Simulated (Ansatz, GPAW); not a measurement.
# A Ga chain with a Ti atom bridging one bond: relaxation, then transmission at several levels

Wanted: T(E) of a Ga chain with a Ti atom bridging one bond at a relaxed geometry in two programs, beside the unrelaxed structure.

Calculated with GPAW 26.7.0 and Ansatz 0.2.0; Ansatz plane waves; relaxation of the junction with the lead ends held; PAW set soft_1, in the first sound run; inputs show where later runs differ.

This is a report of a sequence of runs, with most program output left out.

### Step 1. The structure

The cell holds 13 atoms: 12 Ga and 1 Ti. Cell: a = 9.000 Å, b = 9.000 Å, c = 30.800 Å, α = 90.0°, β = 90.0°, γ = 90.0°. Regions: left lead, 6 atoms (6 Ga); channel, 1 atom (1 Ti); right lead, 6 atoms (6 Ga). Vacuum lies along a and b. The structure is stacked along c, and the current runs across the ab planes.

As a file:

```cif
data_structure
_symmetry_space_group_name_H-M 'P 1'
_symmetry_Int_Tables_number 1
_cell_length_a 9.0000
_cell_length_b 9.0000
_cell_length_c 30.8000
_cell_angle_alpha 90.000
_cell_angle_beta 90.000
_cell_angle_gamma 90.000
_cell_volume 2494.80
loop_
_atom_site_label
_atom_site_type_symbol
_atom_site_fract_x
_atom_site_fract_y
_atom_site_fract_z
_atom_site_occupancy
Ga1 Ga 0.50000 0.50000 0.04140 1
Ga2 Ga 0.50000 0.50000 0.12419 1
Ga3 Ga 0.50000 0.50000 0.20698 1
Ga4 Ga 0.50000 0.50000 0.28977 1
Ga5 Ga 0.50609 0.48974 0.37350 1
Ga6 Ga 0.50023 0.50439 0.45573 1
Ti7 Ti 0.72475 0.50011 0.49950 1
Ga8 Ga 0.50193 0.50144 0.54430 1
Ga9 Ga 0.49918 0.50240 0.62812 1
Ga10 Ga 0.50000 0.50000 0.71023 1
Ga11 Ga 0.50000 0.50000 0.79302 1
Ga12 Ga 0.50000 0.50000 0.87581 1
Ga13 Ga 0.50000 0.50000 0.95860 1
```

### Step 2. Relaxing the atoms

Transmission follows bond lengths closely, so the atoms between the held lead ends are relaxed first, from a slightly shaken start that lets symmetry break.

File input.yaml:

```yaml
crystal:
  lattice:
    - [9.0, 0.0, 0.0]
    - [0.0, 9.0, 0.0]
    - [0.0, 0.0, 30.8]
  atoms:
    - { symbol: Ga, position: [0.5, 0.5, 0.0413961039] }
    - { symbol: Ga, position: [0.5, 0.5, 0.1241883117] }
    - { symbol: Ga, position: [0.5, 0.5, 0.2069805195] }
    - { symbol: Ga, position: [0.5, 0.5, 0.2897727273] }
    - { symbol: Ga, position: [0.5060891885, 0.4897388936, 0.3734981143] }
    - { symbol: Ga, position: [0.5002321241, 0.5043941667, 0.4557327558] }
    - { symbol: Ti, position: [0.7247493841, 0.5001058125, 0.4994971791] }
    - { symbol: Ga, position: [0.5019349497, 0.5014403562, 0.5442952863] }
    - { symbol: Ga, position: [0.4991756539, 0.5023981356, 0.628121087] }
    - { symbol: Ga, position: [0.5, 0.5, 0.7102272727] }
    - { symbol: Ga, position: [0.5, 0.5, 0.7930194805] }
    - { symbol: Ga, position: [0.5, 0.5, 0.8758116883] }
    - { symbol: Ga, position: [0.5, 0.5, 0.9586038961] }
kpoints:
  mp_grid: { grid: [1, 1, 3] }
hamiltonian:
  xc: pbe
  pseudopotentials: { kind: paw, azcp: { folder: soft_1 } }
scf:
  occupations: { method: fermi_dirac, width: 0.1 }
relax:
  f_tol: 0.03
  max_steps: 80
  constraints: [{ sites: [0, 1, 2, 3, 9, 10, 11, 12] }]
```

Launch:

```bash
> ansatz run input.yaml --threads 4 --pin off --max-ram 8192MiB --backend cpu --events-out ev --progress --plain --runs-dir out
```

It took 94 s on 4 threads of Intel Xeon Platinum 8488C (Sapphire Rapids), shared host; peak memory 2.7 GiB.

Relaxation path:

| step | energy less that of the first step (eV) | largest force component (eV/Å) |
| --- | --- | --- |
| 1 | 0.0000 | 0.4717 |
| 2 | -0.0339 | 0.1356 |
| 3 | -0.0597 | 0.0960 |
| 4 | -0.0877 | 0.1007 |
| 5 | -0.1148 | 0.0691 |
| 6 | -0.1403 | 0.0653 |
| 7 | -0.1550 | 0.0485 |
| 8 | -0.1638 | 0.0447 |
| 9 | -0.1720 | 0.0391 |
| 10 | -0.1793 | 0.0228 |
| 11 | -0.1793 | 0.0228 |
| 12 | -0.1849 | 0.0187 |
| 13 | -0.1895 | 0.0152 |
| 14 | -0.1930 | 0.0191 |

The atoms that moved most (Å):

| atom | dx | dy | dz | length |
| --- | --- | --- | --- | --- |
| Ga9 | -0.992 | 0.093 | -0.025 | 0.997 |
| Ga5 | -0.855 | -0.435 | 0.077 | 0.962 |
| Ga6 | -0.093 | -0.163 | 0.082 | 0.205 |
| Ti7 | -0.066 | 0.157 | 0.064 | 0.182 |
| Ga8 | -0.069 | -0.100 | 0.086 | 0.149 |

Numbers from this step:

```yaml
free_energy: -47877.6967 eV
smearing_term_ts: 0.7863 eV
symmetry_operations: 1
```

The relaxation lowered the energy of the cell by 0.193 eV.

### Step 3. Plane-wave reference (PBE)

Plane waves give the reference curve, free of the bias of atom-centred orbitals.

This step: Ansatz plane waves; Landauer transmission by layers, zero bias; PAW set soft_1 (Ansatz 0.2.0).

File input.yaml:

```yaml
crystal:
  lattice:
    - [9.0, 0.0, 0.0]
    - [0.0, 9.0, 0.0]
    - [0.0, 0.0, 30.8]
  atoms:
    - { symbol: Ga, position: [0.5, 0.5, 0.0413961039] }
    - { symbol: Ga, position: [0.5, 0.5, 0.1241883117] }
    - { symbol: Ga, position: [0.5, 0.5, 0.2069805195] }
    - { symbol: Ga, position: [0.5, 0.5, 0.2897727273] }
    - { symbol: Ga, position: [0.4111131801, 0.4413956865, 0.376012358] }
    - { symbol: Ga, position: [0.4898825265, 0.4862519039, 0.4583938979] }
    - { symbol: Ti, position: [0.7174522584, 0.5175306414, 0.5015796233] }
    - { symbol: Ga, position: [0.4943139547, 0.4903058744, 0.5471029511] }
    - { symbol: Ga, position: [0.3889411361, 0.5127265951, 0.6273149565] }
    - { symbol: Ga, position: [0.5, 0.5, 0.7102272727] }
    - { symbol: Ga, position: [0.5, 0.5, 0.7930194805] }
    - { symbol: Ga, position: [0.5, 0.5, 0.8758116883] }
    - { symbol: Ga, position: [0.5, 0.5, 0.9586038961] }
kpoints:
  mp_grid: { grid: [1, 1, 3] }
hamiltonian:
  xc: pbe
  pseudopotentials: { kind: paw, azcp: { folder: soft_1 } }
scf:
  occupations: { method: fermi_dirac, width: 0.1 }
output:
  transmission:
    leads: [[0, 1]]
    e_range: [-2, 2]
    de: 0.025
    kmesh: [1, 1]
    reduced_basis: true
  write_potential: true
  write_density: true
  volumetric_format: npy
  elf: true
```

The job ended after 75 s (4 threads; peak memory 2.6 GiB; 3.6 min of CPU time).

Numbers from this step:

```
lead level                                              : 0 eV from the Fermi level
transmission at the Fermi level (one spin)              : 1.021
open channels of the lead at the Fermi level (one spin) : 3
step of the potential along the lead                    : 26.7 meV
offset of the lead                                      : 0 Å
filling of the lead less its bulk value, in size        : 32.2 meV
conductance                                             : 1.057 G₀
```

One spin. Transmission, zone mean against energy, zero at the Fermi level:

| energy (eV) | transmission, zone mean |
| --- | --- |
| -2.000 | 0.191 |
| -1.900 | 0.180 |
| -1.800 | 0.170 |
| -1.700 | 0.155 |
| -1.600 | 0.119 |
| -1.500 | 0 |
| -1.400 | 0.509 |
| -1.300 | 0.375 |
| -1.200 | 0.371 |
| -1.100 | 0.401 |
| -1.000 | 0.457 |
| -0.900 | 0.539 |
| -0.800 | 0.648 |
| -0.700 | 0.928 |
| -0.600 | 0.918 |
| -0.550 | 0.952 |
| -0.500 | 0.683 |
| -0.400 | 0.962 |
| -0.300 | 0.925 |
| -0.200 | 1.01 |
| -0.100 | 0.932 |
| 0.000 | 1.02 |
| 0.075 | 1.36 |
| 0.100 | 1.35 |
| 0.200 | 0.525 |
| 0.300 | 0.481 |
| 0.325 | 1.06 |
| 0.400 | 0.173 |
| 0.500 | 0.200 |
| 0.600 | 0.266 |
| 0.700 | 0.436 |
| 0.800 | 0.798 |
| 0.900 | 1.32 |
| 1.000 | 1.61 |
| 1.100 | 1.68 |
| 1.200 | 1.73 |
| 1.300 | 1.82 |
| 1.400 | 1.92 |
| 1.500 | 2.04 |
| 1.600 | 2.12 |
| 1.675 | 2.15 |
| 1.700 | 2.14 |
| 1.800 | 2.01 |
| 1.900 | 1.72 |
| 2.000 | 1.44 |

One spin. Open channels, zone mean against energy, zero at the Fermi level:

energy (eV), open channels, zone mean and a bar from the least value:
```
   -2.000       1.00 
   -1.800       1.00 
   -1.600       1.00 
   -1.400       1.00 
   -1.200       1.00 
   -1.000       1.00 
   -0.800       1.00 
   -0.600       1.00 
   -0.400       1.00 
   -0.200       3.00 ##############################
    0.000       3.00 ##############################
    0.200       3.00 ##############################
    0.400       3.00 ##############################
    0.600       3.00 ##############################
    0.800       3.00 ##############################
    1.000       3.00 ##############################
    1.200       3.00 ##############################
    1.400       3.00 ##############################
    1.600       3.00 ##############################
    1.800       3.00 ##############################
    2.000       3.00 ##############################
```

Crystal 0, spin -, k parallel (0, 0); distinct values, listed up to 1.5 1/Å. The Im kz of the slowest decaying states by energy, zero at the Fermi level:

| energy (eV) | decay 1 (Å⁻¹) | decay 2 (Å⁻¹) | decay 3 (Å⁻¹) | decay 4 (Å⁻¹) |
| --- | --- | --- | --- | --- |
| -2.0000 | 0.644 | 0.645 | 1.14 | 1.27 |
| -1.7500 | 0.597 | 0.598 | 1.11 | 1.24 |
| -1.5000 | 0.00419 | 0.546 | 0.546 | 1.08 |
| -1.2500 | 0.488 | 0.489 | 1.05 | 1.19 |
| -1.0000 | 0.423 | 0.423 | 1.01 | 1.16 |
| -0.7500 | 0.344 | 0.345 | 0.981 | 1.13 |
| -0.5000 | 0.240 | 0.241 | 0.946 | 1.10 |
| -0.2500 | 0.910 | 1.07 | 1.18 | 1.18 |
| 0.0000 | 0.873 | 1.04 | 1.15 | 1.15 |
| 0.2500 | 0.834 | 1.01 | 1.13 | 1.13 |
| 0.5000 | 0.793 | 0.972 | 1.10 | 1.10 |
| 0.7500 | 0.750 | 0.938 | 1.07 | 1.07 |
| 1.0000 | 0.704 | 0.902 | 1.04 | 1.04 |
| 1.2500 | 0.655 | 0.864 | 1.01 | 1.01 |
| 1.5000 | 0.602 | 0.825 | 0.972 | 0.975 |
| 1.7500 | 0.544 | 0.784 | 0.937 | 0.941 |
| 2.0000 | 0.479 | 0.741 | 0.900 | 0.907 |

Crystal 0, spin -, k parallel (0, 0). Table of Re kz of states that move upwards by energy, zero at the Fermi level:

| energy (eV) | channel 1 (Å⁻¹) | channel 2 (Å⁻¹) | channel 3 (Å⁻¹) |
| --- | --- | --- | --- |
| -2.000 | 1.18 | - | - |
| -1.900 | 1.19 | - | - |
| -1.800 | 1.20 | - | - |
| -1.700 | 1.21 | - | - |
| -1.600 | 1.22 | - | - |
| -1.500 | - | - | - |
| -1.400 | -1.23 | - | - |
| -1.300 | -1.22 | - | - |
| -1.200 | -1.20 | - | - |
| -1.100 | -1.19 | - | - |
| -1.000 | -1.18 | - | - |
| -0.900 | -1.18 | - | - |
| -0.800 | -1.17 | - | - |
| -0.700 | -1.16 | - | - |
| -0.600 | -1.15 | - | - |
| -0.500 | -1.14 | - | - |
| -0.400 | -1.13 | - | - |
| -0.300 | -1.12 | - | - |
| -0.200 | -1.11 | 0.125 | 0.128 |
| -0.100 | -1.10 | 0.201 | 0.202 |
| 0.000 | -1.09 | 0.255 | 0.256 |
| 0.100 | -1.08 | 0.300 | 0.301 |
| 0.200 | -1.07 | 0.339 | 0.340 |
| 0.300 | -1.06 | 0.374 | 0.375 |
| 0.400 | -1.05 | 0.406 | 0.407 |
| 0.500 | -1.04 | 0.436 | 0.437 |
| 0.600 | -1.04 | 0.464 | 0.465 |
| 0.700 | -1.03 | 0.491 | 0.491 |
| 0.800 | -1.02 | 0.516 | 0.517 |
| 0.900 | -1.01 | 0.540 | 0.541 |
| 1.000 | -1.00 | 0.563 | 0.564 |
| 1.100 | -0.992 | 0.586 | 0.586 |
| 1.200 | -0.983 | 0.607 | 0.608 |
| 1.300 | -0.975 | 0.628 | 0.629 |
| 1.400 | -0.966 | 0.649 | 0.649 |
| 1.500 | -0.958 | 0.668 | 0.669 |
| 1.600 | -0.949 | 0.688 | 0.688 |
| 1.700 | -0.941 | 0.707 | 0.707 |
| 1.800 | -0.932 | 0.725 | 0.726 |
| 1.900 | -0.924 | 0.743 | 0.744 |
| 2.000 | -0.916 | 0.761 | 0.762 |

The electrostatic potential energy of an electron (with the applied field's), less the Fermi level, planar mean oscillates, so the rows of the table below give means over windows of 1.28 Å about each position, cut where the curve ends. Its first 14 maxima inside the range that stand out by 2 % of the span (Å: eV): 1.3: 3.54, 2.6: 3.62, 3.9: 3.55, 5.1: 3.61, 6.4: 3.50, 7.6: 3.50, 9.0: 3.35, 10.3: 3.41, 11.6: 3.22, 12.8: 3.37, 14.0: 3.16, 17.0: 3.21, 18.1: 3.37, 19.4: 3.28. Its first 14 minima: 0.7: 3.23, 1.9: 3.23, 3.3: 3.24, 4.4: 3.23, 5.8: 3.21, 7.0: 3.16, 8.3: 3.07, 9.6: 3.02, 11.0: 2.94, 12.1: 2.93, 13.5: 2.99, 15.4: 1.53, 17.4: 3.03, 18.7: 2.98.

Table of electrostatic potential energy of an electron (with the applied field's), less the Fermi level, planar mean by z; means over each step:

| z (Å) | electrostatic potential energy of an electron (with the applied field's), less the Fermi level, planar mean (eV) |
| --- | --- |
| 0.64 | 3.41 |
| 1.92 | 3.42 |
| 3.20 | 3.42 |
| 4.48 | 3.42 |
| 5.76 | 3.39 |
| 7.04 | 3.34 |
| 8.32 | 3.25 |
| 9.60 | 3.22 |
| 10.88 | 3.15 |
| 12.16 | 3.12 |
| 13.44 | 3.16 |
| 14.72 | 2.19 |
| 16.00 | 1.99 |
| 17.28 | 3.13 |
| 18.56 | 3.17 |
| 19.84 | 3.18 |
| 21.12 | 3.26 |
| 22.40 | 3.28 |
| 23.68 | 3.36 |
| 24.96 | 3.38 |
| 26.24 | 3.42 |
| 27.52 | 3.41 |
| 28.80 | 3.42 |
| 30.08 | 3.40 |

The valence density, planar mean oscillates, so the rows of the table below give means over windows of 2.57 Å about each position, cut where the curve ends. Its maxima inside the range that stand out by 2 % of the span (Å: e/Å³): 1.3: 0.215, 3.9: 0.214, 6.4: 0.212, 9.0: 0.208, 11.6: 0.212, 14.1: 0.222, 15.4: 0.150, 16.8: 0.220, 19.4: 0.205, 21.8: 0.208, 24.4: 0.212, 26.9: 0.214, 29.5: 0.215. Its minima: 2.6: 0.0137, 5.1: 0.0138, 7.7: 0.0136, 10.3: 0.0121, 12.8: 0.0141, 14.7: 0.0549, 16.3: 0.0492, 18.1: 0.0150, 20.5: 0.0136, 23.1: 0.0136, 25.7: 0.0138, 28.2: 0.0137.

Table of valence density, planar mean by z; means over each step:

| z (Å) | valence density, planar mean (e/Å³) |
| --- | --- |
| 1.28 | 0.0626 |
| 3.85 | 0.0626 |
| 6.42 | 0.0627 |
| 8.99 | 0.0622 |
| 11.56 | 0.0620 |
| 14.13 | 0.0896 |
| 16.70 | 0.0927 |
| 19.27 | 0.0626 |
| 21.84 | 0.0625 |
| 24.41 | 0.0626 |
| 26.98 | 0.0626 |
| 29.55 | 0.0663 |

ELF in the ca plane at fractional y = 0.500, with atoms of Ga and Ti within 0.2 Å of it. It is the smooth field of the valence electrons, not physical close to the nuclei.

Ten even steps from '0' (0.00) to '9' (0.71), each cell a mean:
```
00000000000000000001344333443100000000000000
00000000000000000024553222345420000000000000
00000000000000000235542111235432000000000000
00000000000000001345421111124543100000000000
10000111110000002455322565313554200000011111
21111233321000002566315999613665200000123432
33222456542000012578525999724786310001356664
54334678764100012589844999537986310002478876
56556666885211113578863344368886411013688766
45665444576322223565555323555556421124775545
24665312467543345653224555432345643335764213
03664111367643346642002465300136754345763111
14664101467543346752002465310146743345763101
35774333467542245864223576432358631124774333
56765444567542245875445676544578630114775444
77644455557654446777666666666777642135775444
65432333346765566666666544455556654457864322
33221111124777665433443322223234676679853111
22110000113566543211211111111113578899742100
11100000001233321000000000000001356777531000
00000000000111100000000000000000123444310000
00000000000000000000000000000000001222100000
00000000000000000000000000000000000000000000
00000000000000000000011122110000000000000000
```
Columns run along c (16.0 Å, from fractional 0.22 to 0.74 of the cell), rows up along a (9.0 Å). Atoms in or near the plane, at fractional coordinates: Ga at (0.29, 0.50), Ga at (0.46, 0.49), Ti at (0.50, 0.72), Ga at (0.55, 0.49), Ga at (0.63, 0.39), Ga at (0.71, 0.50).

Valence density in the ca plane at fractional y = 0.500, with atoms of Ga and Ti within 0.2 Å of it. It is the smooth field of the valence electrons, not physical close to the nuclei.

Ten steps, logarithmic in the rise over the least value, from '0' (0 e/Å³) to '9' (31 e/Å³), each cell a mean:
```
00000000000000000000000000000000000000000000
00000000000000000000000000000000000000000000
00000000000000000000000000000000000000000000
00000000000000000000000000000000000000000000
00000000000000000000001233100000000000000000
00000000000000000000002566310000000000000000
00000000000000000000013676410000000000000000
00000000000000000000012566310000000000000000
00000000000000000000111233211000000000000000
21001122100000000001121111122110000000001221
52112465210000000013552111246421000000012564
83112698410011110125884211379731001110114896
73112687311123211125884111379631113321113785
31111243111125421112442111134311137752112342
10000111000124421111111000011111148962111111
00000000000112210000000000000000126742100000
00000000000001100000000000000000012211000000
00000000000000000000000000000000000000000000
00000000000000000000000000000000000000000000
00000000000000000000000000000000000000000000
00000000000000000000000000000000000000000000
00000000000000000000000000000000000000000000
00000000000000000000000000000000000000000000
00000000000000000000000000000000000000000000
```
Columns run along c (16.0 Å, from fractional 0.22 to 0.74 of the cell), rows up along a (9.0 Å). Atoms in or near the plane, at fractional coordinates: Ga at (0.29, 0.50), Ga at (0.46, 0.49), Ti at (0.50, 0.72), Ga at (0.55, 0.49), Ga at (0.63, 0.39), Ga at (0.71, 0.50).

Electrostatic potential energy in the ca plane at fractional y = 0.500, with atoms of Ga and Ti within 0.2 Å of it. With pseudopotentials it is smooth inside the atoms' cores, unlike the true potential.

Values in eV, 13 rows by 16 columns, each cell a mean:
```
  1   1   1   1   1   1   1   0  -1  -1   0   1   1   1   1   1
  1   1   1   1   1   1   1  -1  -4  -4   0   1   1   1   1   1
  1   1   1   1   1   1   1  -2 -12 -12  -1   1   1   1   1   1
  1   1   1   1   1   1   1  -3 -14 -14  -2   1   2   1   1   1
 -2  -1  -4   0   1   1   1  -3 -12 -12  -3   1   1   1  -1  -4
 -6  -7  -2  -5  -1  -1  -3  -4  -8  -8  -3  -3  -1  -1  -6  -2
 -1  -6  11  -7  -8  -9  -7  10  -4  -4  10  -7  -8  -7  -5  10
 -7  -6  -7  -4  -6  -4  -5  -5  -5  -6  -6  -7   5  -3  -6  -7
  0   0  -2   0  -8  -9  -1  -2   0   0  -1  -3  -2  -5  -1  -2
  1   1   1   1  -1  -1   1   1   1   1   1   0  -5  -3   1   1
  1   1   1   1   1   1   1   1   1   1   1   1   0   1   1   1
  1   1   1   1   1   1   1   1   1   1   1   1   1   1   1   1
  1   1   1   1   1   1   1   1   0   0   1   1   1   1   1   1
```
Columns run along c (16.0 Å, from fractional 0.22 to 0.74 of the cell; values clipped at the 3rd and 97th percentile), rows up along a (9.0 Å). Atoms in or near the plane, at fractional coordinates: Ga at (0.29, 0.50), Ga at (0.46, 0.49), Ti at (0.50, 0.72), Ga at (0.55, 0.49), Ga at (0.63, 0.39), Ga at (0.71, 0.50).

The largest of the program's own error estimates on the conductance is 14 %. T at the Fermi level is 1.02; the potential still steps by 26.7 meV from one lead period to the next, more than the program accepts for a lead, so the cell is too short for a firm reference, and the program's own error estimates apply.

(Part 1 of 3 ends here.)

[Logs are printed without paths, hosts, clocks, repeated set-up lines and the standing remarks that a program may print on its own settings, such as how far it seeks lower states.]

[Hosts, paths, dates, database ids (printed as entryN), source tags and the programs' standing remarks are cut or masked in the printed files.]
